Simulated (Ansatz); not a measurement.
# GaN (P6_3mc): the host for defect calculations

Aim: the runs on the perfect crystal GaN (P6_3mc) that a defect calculation needs first.

Method: plane-wave PAW DFT, r2SCAN; relaxation of the host's cell and atoms; PAW set soft_1, in the first sound run; inputs show where later runs differ, in Ansatz 0.2.0.

## (1) The starting structure

The structure is hexagonal, space group P6_3mc (No. 186). The conventional cell has a = 3.189 Å, b = 3.189 Å, c = 5.192 Å, α = 90.00°, β = 90.00°, γ = 120.00°. Ga has 4 N at 1.95 to 1.96 Å nearest. N has 4 Ga at 1.95 to 1.96 Å nearest. Farther neighbours and most contacts between anions are not listed.

## (2) Host cell relaxation

Lattice and positions are set free, within the symmetry that the program keeps.

File cell/input.yaml:

```yaml
crystal:
  lattice:
    - [3.1889304, 0.0, 0.0]
    - [-1.5944652, 2.7616947, 0.0]
    - [0.0, 0.0, 5.1923572]
  atoms:
    - { symbol: Ga, position: [0.66666667, 0.33333333, 0.49908371] }
    - { symbol: Ga, position: [0.33333333, 0.66666667, 0.99908371] }
    - { symbol: "N", position: [0.66666667, 0.33333333, 0.87591629] }
    - { symbol: "N", position: [0.33333333, 0.66666667, 0.37591629] }
basis:
  ecutwfc: 500
  xc_grid: 2
hamiltonian:
  xc: r2scan
  pseudopotentials: { kind: paw, azcp: { folder: soft_1 } }
kpoints:
  mp_grid: { grid: [10, 10, 6] }
scf:
  occupations: { method: fixed }
  max_iter: 100
relax:
  f_tol: 0.005
  max_steps: 60
  cell: {}
output:
  forces: true
  stress: true
checkpoint:
  write: "../cell.run"
  compress: false
  write_wavefunctions: false
  write_every: 100000
```

Run with:

```sh
$ ansatz run input.yaml --threads 32 --pin off --max-ram 56524MiB --backend cuda --events-out ev --progress --plain --runs-dir out --max-vram 78GiB
```

Numbers of over 12 decimals in the logs are rounded to 6 here.

Output:

```text
Engine: ansatz 0.2.0, aarch64-unknown-linux-gnu
[...]
Pseudopotential: Ga, paw, valence charge 13, recommended cutoff 500 eV (meta_gga), soft_1/Ga.paw.azcp
Pseudopotential: N, paw, valence charge 5, recommended cutoff 500 eV (meta_gga), soft_1/N.paw.azcp
Functional definition: r2SCAN
[...]
Crystal: 4 atoms, lattice volume = 45.728 Å³
Basis set: ecut = 500 eV, 1141 PW (Γ), exchange–correlation on 48×48×80 points (8 copies of the dense FFT grid, shifted against one another)
Bands: 22, of which v1, the nominal top of the filled ones, is band 18 counted from 1 (17 counted from 0)
[...]
Space group: P63mc (ITA 186), of the structure as read, at distance tolerance 3.6e-5 Å
k-points: 56 of 600 (time reversal used)
[...]
Functional: x = r2scan, c = r2scan; τ floored in thin density (d = 2e-4 eV/Å³)
[...]
SCF 4 converged in 5 iterations: F = -8352.780591 eV  dr2 = 3.97e-11
relax step   4: F+E_penalty+E_count = -8352.78059064 eV  Δ(F+E_penalty+E_count) = +1.716e-4 eV  max|allowed force component| = 5.026e-4 eV/Å  Δτ_max = 0.0000 Å  P = +0.004 GPa  Ω = 45.491 Å³  stress o [...]
basis re-selected at this cell: Δ(F+E_penalty+E_count) = +1.716e-4 eV, ΔP = -0.001 GPa vs the last step (what re-selecting the basis moved, of the pressure what is left beyond the Pulay correction tha [...]
SCF converged after 5 iterations
Free energy (F): -8352.780591 eV
[...]
Fermi energy:    9.470439 eV
--- Per-component energies (eV) ---
[...]
--- Forces (eV/Å), atoms counted from 1 ---
[...]
--- Stress (GPa, compression-positive) ---
        0.004568       0.000000       0.000000
       -0.000000       0.004568       0.000000
        0.000000       0.000000       0.001914
  P = ⅓ Tr σ = 0.0037 GPa (0.037 kbar)
--- Band table (eV; the first three rows and the last of 56) ---
[...]
--- Relaxed structure (3 steps of the walk, 3 accepted, 1 SCFs on fresh bases) ---
[...]
```

The job ended after 3.5 s (1 × NVIDIA GB200 with 32 threads of Arm Neoverse V2, shared host; peak memory 1 GiB).

Step by step:

```csv
step,energy less that of the first step (eV),largest force component (eV/Å),pressure (GPa),volume (Å³)
1,0.0000,0.0011,-1.00,45.73
2,-0.0007,0.0010,-0.39,45.58
3,-0.0009,0.0005,0.00,45.49
4*,-0.0007,0.0005,0.00,45.49
```

Relaxation steps marked * repeat the geometry before them on a plane-wave basis chosen anew for their cell, so energy and pressure can jump there.

```
conventional cell, symmetrised  before  after  change
                         a (Å)   3.189  3.183  -0.2 %
                         b (Å)   3.189  3.183  -0.2 %
                         c (Å)   5.192  5.184  -0.2 %
              volume (Å³/atom)   11.43  11.37  -0.5 %
```

The relaxed structure:

```
Ga N
1.0
     3.18327    0.00000    0.00000
    -1.59164    2.75679    0.00000
     0.00000    0.00000    5.18383
Ga N
2 2
Direct
  0.66667 0.33333 0.49911
  0.33333 0.66667 0.99911
  0.66667 0.33333 0.87589
  0.33333 0.66667 0.37589
```

Numbers from this step:

```
pressure : 0.003683 GPa
```

The cell shrank by 0.5 % in volume.

## (3) Dielectric tensors of the host

The response to a uniform electric field gives the electronic dielectric tensor.

This step: plane-wave PAW DFPT, PBEsol; dielectric tensors, Born charges and zone-centre modes of the host; PAW set soft_1 (Ansatz 0.2.0).

File eps/input.yaml:

```yaml
crystal:
  lattice:
    - [3.1832726057, 0.0, 0.0]
    - [-1.5916363029, 2.7567949437, 0.0]
    - [0.0, 0.0, 5.1838317307]
  atoms:
    - { symbol: Ga, position: [0.6666666667, 0.3333333333, 0.4991062363] }
    - { symbol: Ga, position: [0.3333333333, 0.6666666667, 0.9991062363] }
    - { symbol: "N", position: [0.6666666667, 0.3333333333, 0.8758937637] }
    - { symbol: "N", position: [0.3333333333, 0.6666666667, 0.3758937637] }
basis:
  ecutwfc: 420
hamiltonian:
  xc: pbesol
  pseudopotentials: { kind: paw, azcp: { folder: soft_1 }, xc_functional: pbe }
kpoints:
  mp_grid: { grid: [9, 9, 5] }
scf:
  occupations: { method: fixed }
  max_iter: 100
phonons:
  method: dfpt
  dielectric: true
  rigid_motions: translations
```

Output:

```text
[...]
Crystal: 4 atoms, lattice volume = 45.491 Å³
Basis set: ecut = 420 eV, 893 PW (Γ), exchange–correlation on 48×48×72 points (8 copies of the dense FFT grid, shifted against one another)
Bands: 22, of which v1, the nominal top of the filled ones, is band 18 counted from 1 (17 counted from 0)
[...]
k-points: 115 of 405 (irreducible under 2 space group operations, time reversal used)
[...]
SCF iter   1: F=—  HF=-8246.860112 eV  |F-HF|=—  |Δ(HF+E_count)|=         —  Δρ=1.04e-1  dr2=4.20e0  ethr=3.10e-3  ⟨swp⟩=4.0  Hψ=9075  notcnv=0  defer=17
[...]
k-points: 168 of 1152 (irreducible under 4 space group operations, time reversal used)
[...]
SCF iter   3: F=—  HF=-8245.697696 eV  |F-HF|=—  |Δ(HF+E_count)|=   1.77e-7  Δρ=3.76e-5  dr2=2.77e-7  ethr=3.70e-8
SCF iter   4: F=-8245.697694 eV  HF=-8245.697694 eV  |F-HF|=9.50e-8  |Δ(HF+E_count)|=   1.84e-6  Δρ=1.07e-5  dr2=2.57e-8  ethr=7.70e-10
SCF 1 converged in 4 iterations: F = -8245.697694 eV  dr2 = 2.57e-8
[...]
WARN: field response: ε∞ stands inside a basis, on 12×12×8 points; the force constants stand on the 9×9×5 k-mesh, whose period is 10.27 times the interband length at k = (0.0000, 0.0000, 0.0000), dire [...]
SCF converged after 10 iterations
Free energy (F): -8245.700331 eV
[...]
Fermi energy:    9.608008 eV
[...]
--- Band table (eV; the first three rows and the last of 115) ---
[...]
--- Phonons (Γ-DFPT): 4 representative perturbations + reference (Σ response iterations 22) ---
  k mesh reduced under 2 symmetry operations, with k and −k counted as one. Each operation leaves every solved perturbation unchanged. A smaller set is not considered because the run solves the response to a homogeneous field
  ASR residual: 2.026e-4 → 0.000e0 eV/Å²; symmetrization residual: 2.001e-9 eV/Å²
  ASR residual per site (eV/Å²): 1.69e-4 1.69e-4 2.03e-4 2.03e-4
  Γ frequencies (cm⁻¹): 0.00 0.00 0.00 136.49 136.49 326.87 520.93 544.14 544.14 552.78 552.78 677.09
  ε∞ (high-frequency dielectric tensor):
        5.833686    -0.000000    -0.000000
       -0.000000     5.833686     0.000000
       -0.000000     0.000000     6.016055
  ε⁰ (static dielectric tensor: ions relaxed, cell fixed):
       10.099291    -0.000000    -0.000000
       -0.000000    10.099291     0.000000
       -0.000000     0.000000    11.187370
  ε⁰ − ε∞ (ionic part):
        4.265605    -0.000000     0.000000
       -0.000000     4.265605     0.000000
        0.000000     0.000000     5.171315
  softest optical mode at Γ: 136.49 cm⁻¹; the repairs (sum rule, projections) moved no ω² at Γ by more than (1.98 cm⁻¹)²
  Born effective charges Z* (e; rows j = field, columns β = displacement):
    site 0:
         2.60952   -0.00000   -0.00000
        -0.00000    2.60952    0.00000
        -0.00000    0.00000    2.75066
    site 1:
         2.60952   -0.00000   -0.00000
        -0.00000    2.60952    0.00000
        -0.00000    0.00000    2.75066
    site 2:
        -2.60952    0.00000    0.00000
         0.00000   -2.60952   -0.00000
         0.00000   -0.00000   -2.75066
    site 3:
        -2.60952    0.00000    0.00000
         0.00000   -2.60952   -0.00000
         0.00000   -0.00000   -2.75066
  Z* charge neutrality: 2.574e-3 e pre-enforcement
  solved inside a basis spanned on kpoints, on 12×12×8 k-points, its susceptibility summed on 18×18×10: ε∞ is read to err by 1.7e-2, Z* by 1.5e-2 e (field_mesh: kpoints solves on kpoints); Z* is corrected for what the basis lacks
  optical modes at Γ without the LO–TO term, one row a degenerate level:
      ω (cm⁻¹)  modes    IR ((D/Å)²/amu)
        136.49      2             0.0000
        326.87      1             0.0000
        520.93      1            29.9312
        544.14      2            53.8771
        552.78      2             0.0000
        677.09      1             0.0000
  optical modes at Γ + LO–TO along q̂ = [1.0000, 0.0000, 0.0000]:
      ω (cm⁻¹)  modes    IR ((D/Å)²/amu)
        136.49      2             0.0000
        326.87      1             0.0000
        520.93      1            29.9312
        544.14      1            26.9385
        552.78      2             0.0000
        677.09      1             0.0000
        715.96      1            26.9385
  optical modes at Γ + LO–TO along q̂ = [0.0000, 1.0000, 0.0000]:
      ω (cm⁻¹)  modes    IR ((D/Å)²/amu)
        136.49      2             0.0000
        326.87      1             0.0000
        520.93      1            29.9312
        544.14      1            26.9385
        552.78      2             0.0000
        677.09      1             0.0000
        715.96      1            26.9385
  optical modes at Γ + LO–TO along q̂ = [0.0000, 0.0000, 1.0000]:
      ω (cm⁻¹)  modes    IR ((D/Å)²/amu)
        136.49      2             0.0000
        326.87      1             0.0000
        544.14      2            53.8771
        552.78      2             0.0000
        677.09      1             0.0000
        710.37      1            29.9312
[...]
```

Wall time 11 s (1 × NVIDIA GB200 with 32 threads); peak memory 1.9 GiB; 83 s of CPU time.

Electronic dielectric tensor:

```
5.83 0.00 0.00
0.00 5.83 0.00
0.00 0.00 6.02
```

Static dielectric tensor:

```
10.10  0.00  0.00
 0.00 10.10  0.00
 0.00  0.00 11.19
```

The principal values of the electronic dielectric tensor are 5.83, 5.83 and 6.02. The principal values of the static dielectric tensor are 10.10, 10.10 and 11.19.

## (4) Primitive cell on a dense mesh

A dense mesh gives the host's converged energy, against which the supercell's sampling is tested.

This step: plane-wave PAW DFT, r2SCAN; single point of the host's primitive cell on a dense mesh; PAW set soft_1 (Ansatz 0.2.0).

File dense/input.yaml:

```yaml
crystal:
  lattice:
    - [3.1832726057, 0.0, 0.0]
    - [-1.5916363029, 2.7567949437, 0.0]
    - [0.0, 0.0, 5.1838317307]
  atoms:
    - { symbol: Ga, position: [0.6666666667, 0.3333333333, 0.4991062363] }
    - { symbol: Ga, position: [0.3333333333, 0.6666666667, 0.9991062363] }
    - { symbol: "N", position: [0.6666666667, 0.3333333333, 0.8758937637] }
    - { symbol: "N", position: [0.3333333333, 0.6666666667, 0.3758937637] }
basis:
  ecutwfc: 500
  xc_grid: 2
hamiltonian:
  xc: r2scan
  pseudopotentials: { kind: paw, azcp: { folder: soft_1 } }
kpoints:
  mp_grid: { grid: [10, 10, 6] }
scf:
  occupations: { method: fermi_dirac, width: 0.01 }
  max_iter: 80
```

Output:

```text
[...]
Crystal: 4 atoms, lattice volume = 45.491 Å³
Basis set: ecut = 500 eV, 1129 PW (Γ), exchange–correlation on 48×48×80 points (8 copies of the dense FFT grid, shifted against one another)
Bands: 22, of which v1, the nominal top of the filled ones, is band 18 counted from 1 (17 counted from 0)
[...]
k-points: 56 of 600 (time reversal used)
[...]
SCF iter   2: F=—  HF=-8352.705955 eV  |F-HF|=—  |Δ(HF+E_count)|=    1.04e0  Δρ=5.19e-2  dr2=6.84e-1  dr2_τ=7.36e-2  ethr=3.10e-3  ⟨swp⟩=2.2  Hψ=2922  notcnv=0
[...]
SCF iter   8: F=—  HF=-8352.780591 eV  |F-HF|=—  |Δ(HF+E_count)|=   4.21e-7  Δρ=2.38e-5  dr2=2.57e-7  dr2_τ=3.80e-9  ethr=2.98e-8  ⟨swp⟩=2.0  Hψ=1899  notcnv=0
SCF iter   9: F=-8352.780591 eV  HF=-8352.780591 eV  |F-HF|=1.31e-10  |Δ(HF+E_count)|=   5.95e-8  Δρ=5.59e-6  dr2=1.19e-8  dr2_τ=2.03e-10  ethr=2.78e-10  ⟨swp⟩=2.4  Hψ=2530  notcnv=0
SCF 1 converged in 9 iterations: F = -8352.780591 eV  dr2 = 1.19e-8
[...]
SCF converged after 9 iterations
Free energy (F): -8352.780591 eV
[...]
Fermi energy:    10.649773 eV
[...]
```

Run time: 3.1 s. Hardware: 1 × NVIDIA GB200 with 32 threads; peak memory 1 GiB.

[end of part 1 of 2]

[Logs are printed without paths, hosts, clocks, repeated set-up lines and the standing remarks that a program may print on its own settings, such as how far it seeks lower states.]

[Hosts, paths, dates, database ids (printed as entryN), source tags and the programs' standing remarks are cut or masked in the printed files.]

[Runs of the host that timed out are not shown.]

[For some hosts the program warned that the k-mesh of the response run may be too coarse for force constants and the static dielectric constant; such warnings are not always shown.]
